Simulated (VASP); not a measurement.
# Ca (P1) in VASP: reference runs

How does Ca come out in PBE? The cell is run as given.

Everything below comes from runs of VASP 6.6.1. Logs are shortened: lines on timing, memory, paths and dates and some standing lists are left out, and cuts for length are marked.

**1. The cell of the first run**

The typed cell holds 4 atoms: a = 3.980 Å, b = 6.520 Å, c = 6.894 Å, α = 90.00°, β = 90.00°, γ = 90.00°.

**2. Single point, PBE (all atoms moved at random, sigma 0.4 Å a component)**

INCAR reads:

```
ALGO = Normal ; EDIFF = 1E-7
ENCUT = 520 ; GGA = PE
ISIF = 2 ; ISMEAR = -1
LASPH = T ; LCHARG = F
LREAL = F ; LWAVE = F
NBANDS = 28 ; NELM = 60
PREC = Accurate ; SIGMA = 0.05
```

KPOINTS reads:

```
k-points
0
Gamma
  7 4 4
```

POSCAR reads:

```
Ca
1.0
   -3.9799995200      0.0000000000      0.0000000000
    0.0000000000      0.0000000000     -6.5200000000
    0.0000000000     -6.8935613800      0.0000000000
Ca
4
Direct
    0.6388966300      0.7076395400      0.0974660700
    0.8812288800      0.7946769000      0.7820329400
    0.0832562700      0.1717493500      0.4122689600
    0.3966182200      0.3259342200      0.7082320300
```

Potentials or basis: VASP PAW PBE potentials, release 64 (Ca_sv).

Run with:

```bash
$ cat potpaw_PBE.64/Ca_sv/POTCAR > POTCAR
$ mpirun -np 1 vasp_std > vasp.out
```

OUTCAR:

```text
EDIFF = 1E-7
   ENCUT = 520
   GGA = PE
   ISIF = 2
   ISMEAR = -1
   LASPH = T
   LREAL = F
   NELM = 60
   PREC = Accurate

 ion  position               nearest neighbor table
   1  0.639  0.708  0.097-   2 2.45
   2  0.881  0.795  0.782-   1 2.45
   3  0.083  0.172  0.412-   4 2.59
   4  0.397  0.326  0.708-   3 2.59

  LATTYP: Found a simple orthorhombic cell.
 ALAT       =     3.9799995200
 B/A-ratio  =     1.6381911523
 C/A-ratio  =     1.7320508069

  Lattice vectors:

 A1 = (  -3.9799995200,   0.0000000000,   0.0000000000)
 A2 = (   0.0000000000,   0.0000000000,  -6.5200000000)
 A3 = (   0.0000000000,  -6.8935613800,   0.0000000000)

Analysis of symmetry for initial positions (statically):
=====================================================================
 Subroutine PRICEL returns:
 Original cell was already a primitive cell.

 Routine SETGRP: Setting up the symmetry group for a
 simple orthorhombic supercell.

 Subroutine GETGRP returns: Found  1 space group operations
 (whereof  1 operations were pure point group operations)
 out of a pool of  8 trial point group operations.

The static configuration has the point symmetry C_1 .

Analysis of symmetry for dynamics (positions and initial velocities):
=====================================================================
 Subroutine PRICEL returns:
 Original cell was already a primitive cell.

 Routine SETGRP: Setting up the symmetry group for a
 simple orthorhombic supercell.

 Subroutine GETGRP returns: Found  1 space group operations
 (whereof  1 operations were pure point group operations)
 out of a pool of  8 trial point group operations.

The dynamic configuration has the point symmetry C_1 .

 Subroutine INISYM returns: Found  1 space group operations
 (whereof  1 operations are pure point group operations),
 and found     1 'primitive' translations

----------------------------------------------------------------------------------------

                                     Primitive cell

  volume of cell :     178.8851

  direct lattice vectors                    reciprocal lattice vectors
    -3.979999520  0.000000000  0.000000000    -0.251256312  0.000000000  0.000000000
     0.000000000  0.000000000 -6.520000000     0.000000000  0.000000000 -0.153374233
     0.000000000 -6.893561380  0.000000000     0.000000000 -0.145062899  0.000000000

  length of vectors
     3.979999520  6.520000000  6.893561380     0.251256312  0.153374233  0.145062899

  position of ions in fractional coordinates (direct lattice)
     0.638896630  0.707639540  0.097466070
     0.881228880  0.794676900  0.782032940
     0.083256270  0.171749350  0.412268960
     0.396618220  0.325934220  0.708232030

  ion indices of the primitive-cell ions
   primitive index   ion index
                 1           1
                 2           2
                 3           3
                 4           4

----------------------------------------------------------------------------------------

 KPOINTS: k-points

Automatic generation of k-mesh.
 Grid dimensions read from file:
 generate k-points for:    7    4    4

 Generating k-lattice:

  Cartesian coordinates                     Fractional coordinates (reciprocal lattice)
    -0.035893759  0.000000000  0.000000000     0.142857143  0.000000000  0.000000000
     0.000000000  0.000000000 -0.038343558     0.000000000  0.250000000  0.000000000
     0.000000000 -0.036265725  0.000000000     0.000000000  0.000000000  0.250000000

  Length of vectors
     0.035893759  0.038343558  0.036265725

  Shift w.r.t. Gamma in fractional coordinates (k-lattice)
     0.000000000  0.000000000  0.000000000

 Subroutine IBZKPT returns following result:
 ===========================================

 Found     58 irreducible k-points:

 Following reciprocal coordinates:
            Coordinates               Weight
  0.000000  0.000000  0.000000      1.000000
  0.142857  0.000000  0.000000      2.000000
  0.285714  0.000000  0.000000      2.000000
  0.428571  0.000000  0.000000      2.000000
  0.000000  0.250000  0.000000      2.000000
  0.142857  0.250000  0.000000      2.000000
[... 16 lines left out ...]
  0.000000  0.250000  0.250000      2.000000
  0.000000  0.250000 -0.250000      2.000000
 [... further k-points ...]
   k-points           NKPTS =     58   k-points in BZ     NKDIM =     58   number of bands    NBANDS=     28
   number of dos      NEDOS =    301   number of ions     NIONS =      4
   total plane-waves  NPLWV =  77760
   dimension x,y,z NGX =    30 NGY =   48 NGZ =   54
   dimension x,y,z NGXF=    60 NGYF=   96 NGZF=  108
   ions per type =               4
   NGX,Y,Z   is equivalent  to a cutoff of  12.53, 12.24, 13.02 a.u.
   NGXF,Y,Z  is equivalent  to a cutoff of  25.06, 24.48, 26.05 a.u.
 SYSTEM =  unknown system
   PREC   = accura    normal or accurate (medium, high low for compatibility)
   ISTART =      0    job   : 0-new  1-cont  2-samecut
   ICHARG =      2    charge: 1-file 2-atom 10-const
   ISPIN  =      1    spin polarized calculation?
   LNONCOLLINEAR =      F non collinear calculations
   LSORBIT =      F    spin-orbit coupling
   LASPH  =      T    aspherical Exc in radial PAW
   ENCUT  =  520.0 eV  38.22 Ry    6.18 a.u.   7.40 12.12 12.82*2*pi/ulx,y,z
   NELM   =     60;   NELMIN=  2; NELMDL= -5     # of ELM steps
   EDIFF  = 0.1E-06   stopping-criterion for ELM
   LREAL  =      F    real-space projection
   EDIFFG = 0.1E-05   stopping-criterion for IOM
   NSW    =      0    number of steps for IOM
   IBRION =     -1    ionic relax: 0-MD 1-quasi-New 2-CG
   NFREE  =      0    steps in history (QN), initial steepest desc. (CG)
   ISIF   =      2    stress and relaxation
   ISYM   =      2    0-nonsym 1-usesym 2-fastsym
   POTIM  = 0.5000    time-step for ionic-motion
   TEBEG  =    0.0;   TEEND  =   0.0 temperature during run
   PSTRESS=    0.0 pullay stress
   NELECT =      40.0000    total number of electrons
   NUPDOWN=      -1.0000    fix difference up-down
   EMIN   =  10.00;   EMAX   =-10.00  energy-range for DOS
   EFERMI =   0.00;   METHOD = LEGACY
   ISMEAR =    -1;   SIGMA  =   0.05  broadening in eV -4-tet -1-fermi 0-gaus
   EFERMI_NEDOS =   21; number of points for ismear=-14 and -15
   IALGO  =     38    algorithm
   IMIX   =      4    mixing-type and parameters
     AMIX     =   0.40;   BMIX     =  1.00
     AMIX_MAG =   1.60;   BMIX_MAG =  1.00
  volume/ion in A,a.u.               =      44.72       301.79
  Fermi-wavevector in a.u.,A,eV,Ry     =   0.993658  1.877741 13.433785  0.987355
  Thomas-Fermi vector in A             =   2.125555
   LORBIT       =      0    0 simple, 1 ext, 2 COOP (PROOUT), +10 PAW based schemes
   GGA     = PE    functional components
   LHFCALC =     F    Hartree Fock is set to
   AEXX    =    0.0000 exact exchange contribution
   IVDW    =     0    specifies the selected vdW correction
   LEPSILON=     F    determine dielectric tensor
   LRPA    =     F    only Hartree local field effects (RPA)
 non-spin polarized calculation
  energy-cutoff  :      520.00
  volume of cell :      178.89
 maximum number of plane-waves:      4852
 NGX is ok and might be reduce to    30

 number of electron      39.9999996 magnetization

 Free energy of the ion-electron system (eV)
  ---------------------------------------------------
  ext. energy  EPLUGINS =         0.00000000
  ---------------------------------------------------
  free energy    TOTEN  =        -3.55249772 eV

  energy without entropy =       -3.49262273  energy(sigma->0) =       -3.52256023

 E-fermi :   1.4944     XC(G=0):  -7.3997

 val. band max:        1.4902684421   @ k =   0.4286   0.5000  -0.2500
 cond. band min:       1.4947757791   @ k =   0.2857   0.0000   0.2500
 fundamental gap:      0.0045073370
 Fermi energy:         1.4944216321

 k-point     1 :       0.0000    0.0000    0.0000
  band No.  band energies     occupation
      1     -40.8791      2.00000
      2     -40.7918      2.00000
      3     -40.3904      2.00000
      4     -40.3539      2.00000
      5     -22.7151      2.00000
      6     -22.3699      2.00000
[... 20 lines left out ...]
     27       3.4615      0.00000
     28       3.4711      0.00000

 k-point     2 :       0.1429    0.0000    0.0000
  band No.  band energies     occupation
      1     -40.8779      2.00000
      2     -40.7903      2.00000
      3     -40.3905      2.00000
      4     -40.3538      2.00000
      5     -22.7162      2.00000
      6     -22.3725      2.00000
[... 20 lines left out ...]
     27       3.3070      0.00000
     28       3.4582      0.00000

 k-point     3 :       0.2857    0.0000    0.0000
  band No.  band energies     occupation
      1     -40.8751      2.00000
      2     -40.7869      2.00000
      3     -40.3907      2.00000
      4     -40.3537      2.00000
      5     -22.7187      2.00000
      6     -22.3787      2.00000
[... 20 lines left out ...]
     27       2.9709      0.00000
     28       3.1874      0.00000

 k-point     4 :       0.4286    0.0000    0.0000
  band No.  band energies     occupation
      1     -40.8729      2.00000
      2     -40.7842      2.00000
      3     -40.3909      2.00000
      4     -40.3537      2.00000
      5     -22.7209      2.00000
      6     -22.3841      2.00000
[... 578 lines left out ...]
     27       3.0623      0.00000
     28       3.1875      0.00000

 k-point    23 :       0.0000    0.2500    0.2500
  band No.  band energies     occupation
      1     -40.8789      2.00000
      2     -40.7919      2.00000
      3     -40.3903      2.00000
      4     -40.3540      2.00000
      5     -22.7143      2.00000
      6     -22.3702      2.00000
[... 20 lines left out ...]
     27       3.2795      0.00000
     28       3.3883      0.00000

 k-point    24 :       0.0000    0.2500   -0.2500
  band No.  band energies     occupation
      1     -40.8790      2.00000
      2     -40.7918      2.00000
      3     -40.3904      2.00000
      4     -40.3540      2.00000
      5     -22.7143      2.00000
      6     -22.3696      2.00000
[... 20 lines left out ...]
     27       3.1811      0.00000
     28       3.4562      0.00000

 [... further k-points ...]
[... 5 lines left out ...]
  --------------------------------------------------------------------------------------
  -------------------------------------------------------------------------------------
  Total        1.2203188      9.3801931     -0.2654444     -0.4971572      0.5441890      2.6022955
  in kB       10.9297352     84.0133111     -2.3774419     -4.4527678      4.8740062     23.3073522
  external PRESSURE =      30.8552014 kB  Pullay stress =       0.0000000 kB

 VOLUME and BASIS-vectors are now :
 -----------------------------------------------------------------------------
  energy-cutoff  :      520.00
  volume of cell :      178.89
      direct lattice vectors                 reciprocal lattice vectors
    -3.979999520  0.000000000  0.000000000    -0.251256312  0.000000000  0.000000000
     0.000000000  0.000000000 -6.520000000     0.000000000  0.000000000 -0.153374233
     0.000000000 -6.893561380  0.000000000     0.000000000 -0.145062899  0.000000000

 POSITION                                       TOTAL-FORCE (eV/Angst)
 -----------------------------------------------------------------------------------
     -2.54281     -0.67189     -4.61381         1.338734     -3.838984      1.042011
     -3.50729     -5.39099     -5.18129        -1.280609      3.583180     -1.173218
     -0.33136     -2.84200     -1.11981         0.980286      3.008522      1.081040
     -1.57854     -4.88224     -2.12509        -1.038410     -2.752719     -0.949833
 -----------------------------------------------------------------------------------
    total drift:                                0.000196      0.000025      0.000293

  FREE ENERGIE OF THE ION-ELECTRON SYSTEM (eV)
  ---------------------------------------------------
  free  energy   TOTEN  =        -3.5524977243 eV

  energy  without entropy=       -3.4926227272  energy(sigma->0) =       -3.52256023
```

Run time: 3.1 min. Hardware: 1 thread of Intel Xeon 6975P-C (Granite Rapids), shared host; peak memory 0.38 GiB.

What came out:

```
Free energy            : -3.5525 eV
Pressure               : 3.1 GPa
Largest force          : 4.197 eV/Å
Band gap on the k mesh : none (metal or under the smearing width)
```

Forces in eV/Å, atoms in the order of the input:
```
Ca   1.339 -3.839  1.042
Ca  -1.281  3.583 -1.173
Ca   0.980  3.009  1.081
Ca  -1.038 -2.753 -0.950
```

Levels at points of the mesh, in eV from the Fermi level:
```csv
k point,band 17,band 18,band 19,band 20,band 21,band 22,band 23,band 24
"(0.00, 0.00, 0.00)",-3.58,-0.92,-0.72,-0.43,-0.16,0.14,0.40,1.01
"(0.00, 0.50, 0.00)",-2.63,-2.59,-0.47,-0.35,-0.08,0.05,0.87,1.05
"(0.00, 0.00, 0.50)",-2.95,-2.46,-0.45,-0.23,0.01,0.17,0.73,0.74
"(0.00, 0.50, 0.50)",-2.23,-2.11,-1.52,-1.34,0.20,0.40,0.80,1.04
```

Caveat: forces of over 1 eV/Å show positions far from the minimum, so gaps and moduli don't describe the material at rest.
